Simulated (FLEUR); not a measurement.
## KI under changes of volume

One of the cells (44.091 Å³/atom); the others are scaled copies at fixed shape and fractional positions:

```
I K
1.0
     0.00000    3.53277    3.53277
     3.53277    0.00000    3.53277
     3.53277    3.53277    0.00000
I K
1 1
Cartesian
  3.5328 3.5328 3.5328
  0.0000 0.0000 0.0000
```

```yaml
Program: FLEUR MaX-R8.1 (later development tree)
Functional: PBEsol
Potentials_or_basis: all-electron
Basis: FLAPW
Kmax: 4.1 1/bohr
k_mesh: 7 × 7 × 7
Occupations: fermi-dirac, width 0.05 eV
Spin: no spin polarisation
```

```csv
volume (Å³/atom),energy over the lowest point (meV/atom),gap on the mesh (eV)
41.445,2.30,3.95
42.327,?,?
43.209,0.00,3.86
44.091,0.95,3.82
44.973,3.09,3.78
45.854,6.27,3.74
46.736,10.38,3.70
```

Question: What does the run at 42.327 Å³/atom give?

Answer: Energy over the lowest point 0.39 meV/atom; gap on the mesh 3.91 eV.

Worked out: A Birch-Murnaghan fit of order 3 (a polynomial in V^(-2/3)) to the other rows has its minimum at 43.01 Å³/atom with B0 = V·E''(V) = 12.2 GPa and B' = 5.0. It gives 0.39 meV/atom at 42.327 Å³/atom, against the run's 0.39. A straight line through the other rows of the gap, of slope -2.07 eV per unit of ln V (its deformation potential), gives 3.90 eV, against the run's 3.91.

Energies are extrapolated to zero smearing.

Caveats: spin-orbit coupling is left out, which moves the levels of the heavy elements; an odd mesh through Γ misses points on the zone boundary, where band edges often lie (some runs).
